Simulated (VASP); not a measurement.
# WS2 (P6_3/mmc) in VASP: notebook

One crystal, WS2, is run at these levels: HSE06; tasks: single point.

Everything below comes from runs of VASP 6.6.1. Logs are shortened: lines on timing, memory, paths and dates and some standing lists are left out, and cuts for length are marked.

**1. Starting point**

It takes space group P6_3/mmc (No. 194, hexagonal). The conventional cell has a = 3.180 Å, b = 3.180 Å, c = 12.500 Å, α = 90.00°, β = 90.00°, γ = 120.00°. W (site symmetry -6m2) has 6 S at 2.45 Å as nearest neighbours. S (site symmetry 3m) has 3 W at 2.45 Å as nearest neighbours.

**2. Single point, HSE06, collinear spin, ferromagnetic start**

POSCAR

```
WS2
1.0
    3.1799994900      0.0000000000      0.0000000000
   -1.5899997400      2.7539603400      0.0000000000
    0.0000000000      0.0000000000     12.4999993200
W S
2 4
Direct
    0.3333333333      0.6666666667      0.2500000000
    0.6666666667      0.3333333333      0.7500000000
    0.3333333333      0.6666666667      0.6200000000
    0.6666666667      0.3333333333      0.1200000000
    0.3333333333      0.6666666667      0.8800000000
    0.6666666667      0.3333333333      0.3800000000
```

INCAR.step1

```
SYSTEM = WS2
PREC     = Accurate       ! precision mode
ENCUT    = 450            ! plane-wave cutoff, eV
EDIFF    = 1E-5           ! SCF threshold, eV
ISMEAR   = 0              ! smearing method
SIGMA    = 0.05           ! smearing width, eV
LREAL    = .FALSE.        ! projectors in reciprocal space
LASPH    = .TRUE.         ! aspherical terms in the spheres
NELM     = 60             ! most SCF steps
ALGO     = Normal         ! electronic algorithm
ISIF     = 2              ! what is computed and relaxed
LWAVE    = .TRUE.         ! write WAVECAR
ISPIN    = 2              ! spin polarisation
MAGMOM   = 0.5 0.5 0 0 0 0 ! initial moments
LORBIT   = 11             ! projections on sites
LMAXMIX  = 4              ! l up to which the mixer works
NBANDS   = 39             ! bands
GGA      = PE             ! functional
```

INCAR.step2

```
SYSTEM = WS2
PREC     = Accurate       ! precision mode
ENCUT    = 450            ! plane-wave cutoff, eV
EDIFF    = 1E-6           ! SCF threshold, eV
ISMEAR   = 0              ! smearing method
SIGMA    = 0.05           ! smearing width, eV
LREAL    = .FALSE.        ! projectors in reciprocal space
LASPH    = .TRUE.         ! aspherical terms in the spheres
NELM     = 60             ! most SCF steps
ALGO     = Normal         ! electronic algorithm
ISIF     = 2              ! what is computed and relaxed
LWAVE    = .FALSE.        ! write WAVECAR
LCHARG   = .TRUE.         ! write CHGCAR
ISPIN    = 2              ! spin polarisation
MAGMOM   = 0.5 0.5 0 0 0 0 ! initial moments
LORBIT   = 11             ! projections on sites
LMAXMIX  = 4              ! l up to which the mixer works
GGA      = PE             ! functional
LHFCALC  = .TRUE.         ! exact exchange
HFSCREEN = 0.2            ! screening, 1/A
PRECFOCK = Fast         
LELF     = .TRUE.         ! ELF
LVHAR    = .TRUE.       
NBANDS   = 39             ! bands
ISTART   = 1
```

KPOINTS

```
regular mesh
0
G
  4 4 1
  0 0 0
```

Potentials or basis: VASP PAW PBE potentials, release 64 (W_sv, S).

Run with:

```sh
$ cat potpaw_PBE.64/W_sv/POTCAR potpaw_PBE.64/S/POTCAR > POTCAR
$ cp INCAR.step1 INCAR
$ mpirun -np 1 vasp_std > vasp.out
$ cp INCAR.step2 INCAR
$ mpirun -np 1 vasp_std > vasp.out
```

OUTCAR:

```text
SYSTEM = WS2
   PREC = Accurate
   ENCUT = 450
   EDIFF = 1E-6
   ISMEAR = 0
   LREAL = .FALSE.
   LASPH = .TRUE.
   NELM = 60
   ISIF = 2
   ISPIN = 2
   LORBIT = 11
   GGA = PE
   LHFCALC = .TRUE.
   HFSCREEN = 0.2
   PRECFOCK = Fast
   ISTART = 1

 ion  position               nearest neighbor table
   1  0.333  0.667  0.250-   4 2.45   6 2.45   4 2.45   6 2.45   4 2.45   6 2.45
   2  0.667  0.333  0.750-   3 2.45   5 2.45   3 2.45   5 2.45   3 2.45   5 2.45
   3  0.333  0.667  0.620-   2 2.45   2 2.45   2 2.45
   4  0.667  0.333  0.120-   1 2.45   1 2.45   1 2.45
   5  0.333  0.667  0.880-   2 2.45   2 2.45   2 2.45
   6  0.667  0.333  0.380-   1 2.45   1 2.45   1 2.45

  LATTYP: Found a hexagonal cell.
 ALAT       =     3.1799994900
 C/A-ratio  =     3.9308180266

  Lattice vectors:

 A1 = (   3.1799994900,   0.0000000000,   0.0000000000)
 A2 = (  -1.5899997400,   2.7539603400,   0.0000000000)
 A3 = (   0.0000000000,   0.0000000000,  12.4999993200)

Analysis of symmetry for initial positions (statically):
=====================================================================
 Subroutine PRICEL returns:
 Original cell was already a primitive cell.

 Routine SETGRP: Setting up the symmetry group for a
 hexagonal supercell.

 Subroutine GETGRP returns: Found 24 space group operations
 (whereof 12 operations were pure point group operations)
 out of a pool of 24 trial point group operations.

The static configuration has the point symmetry D_3d.
 The point group associated with its full space group is D_6h.

Analysis of symmetry for dynamics (positions and initial velocities):
=====================================================================
 Subroutine PRICEL returns:
 Original cell was already a primitive cell.

 Routine SETGRP: Setting up the symmetry group for a
 hexagonal supercell.

 Subroutine GETGRP returns: Found 24 space group operations
 (whereof 12 operations were pure point group operations)
 out of a pool of 24 trial point group operations.

The dynamic configuration has the point symmetry D_3d.
 The point group associated with its full space group is D_6h.

Analysis of structural, dynamic, and magnetic symmetry:
=====================================================================
 Subroutine PRICEL returns:
 Original cell was already a primitive cell.

 Routine SETGRP: Setting up the symmetry group for a
 hexagonal supercell.

 Subroutine GETGRP returns: Found 24 space group operations
 (whereof 12 operations were pure point group operations)
 out of a pool of 24 trial point group operations.

The overall configuration has the point symmetry D_3d.
 The point group associated with its full space group is D_6h.

 Subroutine INISYM returns: Found 24 space group operations
 (whereof 12 operations are pure point group operations),
 and found     1 'primitive' translations

----------------------------------------------------------------------------------------

                                     Primitive cell

  volume of cell :     109.4699

  direct lattice vectors                    reciprocal lattice vectors
     3.179999490  0.000000000  0.000000000     0.314465459  0.181556717  0.000000000
    -1.589999740  2.753960340  0.000000000     0.000000000  0.363113435  0.000000000
     0.000000000  0.000000000 12.499999320     0.000000000  0.000000000  0.080000004

  length of vectors
     3.179999490  3.179999485 12.499999320     0.363113435  0.363113435  0.080000004

  position of ions in fractional coordinates (direct lattice)
     0.333333333  0.666666667  0.250000000
     0.666666667  0.333333333  0.750000000
     0.333333333  0.666666667  0.620000000
     0.666666667  0.333333333  0.120000000
     0.333333333  0.666666667  0.880000000
     0.666666667  0.333333333  0.380000000

  ion indices of the primitive-cell ions
[... 41 lines left out ...]
   number of dos      NEDOS =    301   number of ions     NIONS =      6
   total plane-waves  NPLWV =  51840
   dimension x,y,z NGX =    24 NGY =   24 NGZ =   90
   dimension x,y,z NGXF=    48 NGYF=   48 NGZF=  180
   ions per type =               2   4
   NGX,Y,Z   is equivalent  to a cutoff of  12.55, 12.55, 11.97 a.u.
   NGXF,Y,Z  is equivalent  to a cutoff of  25.09, 25.09, 23.94 a.u.
 SYSTEM =  WS2
   PREC   = accura    normal or accurate (medium, high low for compatibility)
   ISTART =      1    job   : 0-new  1-cont  2-samecut
   ICHARG =      0    charge: 1-file 2-atom 10-const
   ISPIN  =      2    spin polarized calculation?
   LNONCOLLINEAR =      F non collinear calculations
   LSORBIT =      F    spin-orbit coupling
   LASPH  =      T    aspherical Exc in radial PAW
   ENCUT  =  450.0 eV  33.07 Ry    5.75 a.u.   5.50  5.50 21.62*2*pi/ulx,y,z
   NELM   =     60;   NELMIN=  2; NELMDL=  0     # of ELM steps
   EDIFF  = 0.1E-05   stopping-criterion for ELM
   LREAL  =      F    real-space projection
   EDIFFG = 0.1E-04   stopping-criterion for IOM
   NSW    =      0    number of steps for IOM
   IBRION =     -1    ionic relax: 0-MD 1-quasi-New 2-CG
   NFREE  =      0    steps in history (QN), initial steepest desc. (CG)
   ISIF   =      2    stress and relaxation
   ISYM   =      3    0-nonsym 1-usesym 2-fastsym
   POTIM  = 0.5000    time-step for ionic-motion
   TEBEG  =    0.0;   TEEND  =   0.0 temperature during run
   PSTRESS=    0.0 pullay stress
   NELECT =      52.0000    total number of electrons
   NUPDOWN=      -1.0000    fix difference up-down
   EMIN   =  10.00;   EMAX   =-10.00  energy-range for DOS
   EFERMI =   0.00;   METHOD = LEGACY
   ISMEAR =     0;   SIGMA  =   0.05  broadening in eV -4-tet -1-fermi 0-gaus
   EFERMI_NEDOS =   21; number of points for ismear=-14 and -15
   IALGO  =     38    algorithm
   IMIX   =      1    mixing-type and parameters
     AMIX     =   0.40;   BMIX     =  1.00
     AMIX_MAG =   1.60;   BMIX_MAG =  1.00
  volume/ion in A,a.u.               =      18.24       123.12
  Fermi-wavevector in a.u.,A,eV,Ry     =   1.277353  2.413848 22.199694  1.631631
  Thomas-Fermi vector in A             =   2.409958
   LORBIT       =     11    0 simple, 1 ext, 2 COOP (PROOUT), +10 PAW based schemes
   GGA     = PE    functional components
   LHFCALC =     T    Hartree Fock is set to
   PRECFOCK=fast      Normal, Fast or Accurate (Low or Medium for compatibility)
   ENCUT4O =  -1.0   cutoff for four orbital integrals eV
   NKREDX  =     1    reduce k-point grid by
   NKREDY  =     1    reduce k-point grid by
   NKREDZ  =     1    reduce k-point grid by
   AEXX    =    0.2500 exact exchange contribution
   HFSCREEN=    0.2000 screening length (either q_TF or 0.3 A-1)
   HFSCREENC=   0.2000 screening length for correlation (either q_TF or 0.3 A-1)
   ENCUTFOCK=  -1.0 apply spherical cutoff to Coloumb kernel
   IVDW    =     0    specifies the selected vdW correction
   LEPSILON=     F    determine dielectric tensor
   LRPA    =     F    only Hartree local field effects (RPA)
 spin polarized calculation
 Gauss-broadening in eV      SIGMA  =   0.05
  energy-cutoff  :      450.00
  volume of cell :      109.47
 maximum number of plane-waves:      2395
 NGX is ok and might be reduce to    24
  NGX = 14; NGY = 14; NGZ = 56

 number of electron      51.9999995 magnetization      -0.0000000

 number of electron      51.9999995 magnetization       0.0000000

 Free energy of the ion-electron system (eV)
  ---------------------------------------------------
  ext. energy  EPLUGINS =         0.00000000
  ---------------------------------------------------
  free energy    TOTEN  =       -56.13512409 eV

  energy without entropy =      -56.13512409  energy(sigma->0) =      -56.13512409

 E-fermi :   6.9446     XC(G=0):  -8.9348

 val. band max:        6.5913001724   @ k =   0.0000   0.0000   0.0000
 cond. band min:       8.5334671689   @ k =   0.2500   0.0000   0.0000
 fundamental gap:      1.9421669965
 Fermi energy:         6.9446095476

 spin component 1

 k-point     1 :       0.0000    0.0000    0.0000
  band No.  band energies     occupation
      1     -71.9805      1.00000
      2     -71.9804      1.00000
      3     -34.7256      1.00000
      4     -34.7256      1.00000
      5     -34.5244      1.00000
      6     -34.5244      1.00000
[... 153 lines left out ...]
     37      14.5153      0.00000
     38      16.1658      0.00000
 Fermi energy:         6.9446095476

 spin component 2

 k-point     1 :       0.0000    0.0000    0.0000
  band No.  band energies     occupation
      1     -71.9805      1.00000
      2     -71.9804      1.00000
      3     -34.7256      1.00000
      4     -34.7256      1.00000
      5     -34.5244      1.00000
      6     -34.5244      1.00000
[... 153 lines left out ...]
     37      14.5153      0.00000
     38      16.1658      0.00000
 [bands above 38 left out]

------------------------ aborting loop because EDIFF is reached ----------------------------------------

  FORCE on cell =-STRESS in cart. coord.  units (eV):
  Direction    XX          YY          ZZ          XY          YZ          ZX
  --------------------------------------------------------------------------------------
  -------------------------------------------------------------------------------------
  Total       -4.7911476     -4.7911476     -8.9553818     -0.0000000     -0.0000000     -0.0000000
  in kB      -70.1221798    -70.1221797   -131.0689949     -0.0000001     -0.0000000     -0.0000000
  external PRESSURE =     -90.4377848 kB  Pullay stress =       0.0000000 kB

 VOLUME and BASIS-vectors are now :
 -----------------------------------------------------------------------------
  energy-cutoff  :      450.00
  volume of cell :      109.47
      direct lattice vectors                 reciprocal lattice vectors
     3.179999490  0.000000000  0.000000000     0.314465459  0.181556717  0.000000000
    -1.589999740  2.753960340  0.000000000     0.000000000  0.363113435  0.000000000
     0.000000000  0.000000000 12.499999320     0.000000000  0.000000000  0.080000004

 POSITION                                       TOTAL-FORCE (eV/Angst)
 -----------------------------------------------------------------------------------
      0.00000      1.83597      3.12500        -0.000000      0.000000      0.000000
      1.59000      0.91799      9.37500         0.000000      0.000000      0.000000
      0.00000      1.83597      7.75000         0.000000     -0.000000      1.754359
      1.59000      0.91799      1.50000        -0.000000      0.000000      1.754359
      0.00000      1.83597     11.00000        -0.000000      0.000000     -1.754359
      1.59000      0.91799      4.75000        -0.000000      0.000000     -1.754359
 -----------------------------------------------------------------------------------
    total drift:                               -0.000000      0.000000     -0.000000

  FREE ENERGIE OF THE ION-ELECTRON SYSTEM (eV)
  ---------------------------------------------------
  free  energy   TOTEN  =       -56.1351240861 eV

  energy  without entropy=      -56.1351240861  energy(sigma->0) =      -56.13512409

 total charge

# of ion       s       p       d       tot
------------------------------------------
    1        2.300   6.314   3.272  11.886
    2        2.300   6.314   3.272  11.886
    3        1.356   2.343   0.000   3.699
    4        1.356   2.343   0.000   3.699
    5        1.356   2.343   0.000   3.699
    6        1.356   2.343   0.000   3.699
--------------------------------------------------
tot         10.025  21.999   6.545  38.569

 magnetization (x)

# of ion       s       p       d       tot
------------------------------------------
    1       -0.000  -0.000  -0.000  -0.000
    2       -0.000  -0.000  -0.000  -0.000
    3       -0.000   0.000   0.000   0.000
    4       -0.000   0.000   0.000   0.000
    5       -0.000   0.000   0.000   0.000
    6       -0.000   0.000   0.000   0.000
--------------------------------------------------
tot         -0.000   0.000  -0.000  -0.000
```

It took 6.4 min on 1 thread of Intel Xeon 6975P-C (Granite Rapids), shared host; peak memory 0.37 GiB.

Results:

| Item | Value |
| --- | --- |
| Free energy | -56.1351 eV |
| Pressure | -9.0 GPa |
| Largest force | 1.754 eV/Å |
| Band gap on the k mesh | 1.94 eV, indirect (least direct gap 2.97 eV) |
| Net moment | 0.00 μB per cell |
| Valence electrons inside the program's atomic spheres | W 11.89; S 3.70 |

Forces on the atoms (eV/Å):
```
W    0.000  0.000  0.000
W    0.000  0.000  0.000
S    0.000  0.000  1.754
S    0.000  0.000  1.754
S    0.000  0.000 -1.754
S    0.000  0.000 -1.754
```

Stress tensor (GPa, compression positive):
```
 -7.01   0.00   0.00
  0.00  -7.01   0.00
  0.00   0.00 -13.11
```

Caveat: the k mesh is coarse (spacing up to 0.57 Å⁻¹), so the values aren't converged, least of all with exact exchange; the PAW data sets were made with another functional, which shifts forces and pressure a little; spin-orbit coupling is left out, which moves the levels of the heavy elements; an odd mesh through Γ misses points on the zone boundary, where band edges often lie; this functional lacks dispersion, which binds the layers, so the pressure and a relaxed spacing across them are unreliable.

**3. Single point, HSE06, collinear spin, antiferromagnetic start**

POSCAR is that of step 2.

INCAR.step1

```
PREC = Accurate ; ENCUT = 450
EDIFF = 1E-5 ; ISMEAR = 0
SIGMA = 0.05 ; LREAL = F
LASPH = T ; NELM = 60
ALGO = Normal ; ISIF = 2
LWAVE = T ; ISPIN = 2
MAGMOM = 0.5 -0.5 0 0 0 0 ; LORBIT = 11
LMAXMIX = 4 ; GGA = PE
```

INCAR.step2

```
PREC = Accurate ; ENCUT = 450
EDIFF = 1E-7 ; ISMEAR = 0
SIGMA = 0.05 ; LREAL = F
LASPH = T ; NELM = 60
ALGO = Normal ; ISIF = 2
LWAVE = F ; LCHARG = T
ISPIN = 2 ; MAGMOM = 0.5 -0.5 0 0 0 0
LORBIT = 11 ; LMAXMIX = 4
GGA = PE ; LHFCALC = T
HFSCREEN = 0.2 ; PRECFOCK = Fast
LELF = T ; LVHAR = T
ISTART = 1
```

KPOINTS

```
Automatic mesh
0
Gamma
  4 4 1
```

Potentials or basis: VASP PAW PBE potentials, release 64 (W_sv, S).

Run with:

```sh
$ cat potpaw_PBE.64/W_sv/POTCAR potpaw_PBE.64/S/POTCAR > POTCAR
$ cp INCAR.step1 INCAR
$ mpirun -np 1 vasp_std > vasp.out
$ cp INCAR.step2 INCAR
$ mpirun -np 1 vasp_std > vasp.out
```

Wall time 8.3 min (1 thread of Intel Xeon 6975P-C (Granite Rapids), shared host); peak memory 0.36 GiB.

Results (log left out):

- Free energy: -56.1351 eV
- Pressure: -9.0 GPa
- Largest force: 1.754 eV/Å
- Band gap on the k mesh: 1.94 eV, indirect (least direct gap 2.97 eV)
- Net moment: 0.00 μB per cell
- Valence electrons inside the program's atomic spheres: W 11.89; S 3.70

Forces on the atoms (eV/Å):
```
W    0.000  0.000  0.000
W    0.000  0.000  0.000
S    0.000  0.000  1.754
S    0.000  0.000  1.754
S    0.000  0.000 -1.754
S    0.000  0.000 -1.754
```

Stress tensor (GPa, compression positive):
```
 -7.01   0.00   0.00
  0.00  -7.01   0.00
  0.00   0.00 -13.10
```

Levels at points of the mesh, in eV from the valence-band top:
Spin up:
| k point | band 23 | band 24 | band 25 | band 26 | band 27 | band 28 | band 29 | band 30 |
| --- | --- | --- | --- | --- | --- | --- | --- | --- |
| (0.00, 0.00, 0.00) | -2.01 | -1.71 | -1.23 | 0.00 | 2.97 | 2.97 | 3.12 | 3.12 |
| (0.50, 0.00, 0.00) | -1.95 | -1.74 | -1.72 | -1.54 | 3.15 | 3.20 | 3.31 | 3.68 |
Spin down:
```
           k point  band 24  band 25  band 26  band 27  band 28  band 29
(0.00, 0.00, 0.00)    -1.71    -1.23     0.00     2.97     2.97     3.12
(0.50, 0.00, 0.00)    -1.74    -1.72    -1.54     3.15     3.20     3.31
```

Caveat: the k mesh is coarse (spacing up to 0.57 Å⁻¹), so the values aren't converged, least of all with exact exchange; the PAW data sets were made with another functional, which shifts forces and pressure a little; spin-orbit coupling is left out, which moves the levels of the heavy elements; an odd mesh through Γ misses points on the zone boundary, where band edges often lie; this functional lacks dispersion, which binds the layers, so the pressure and a relaxed spacing across them are unreliable.
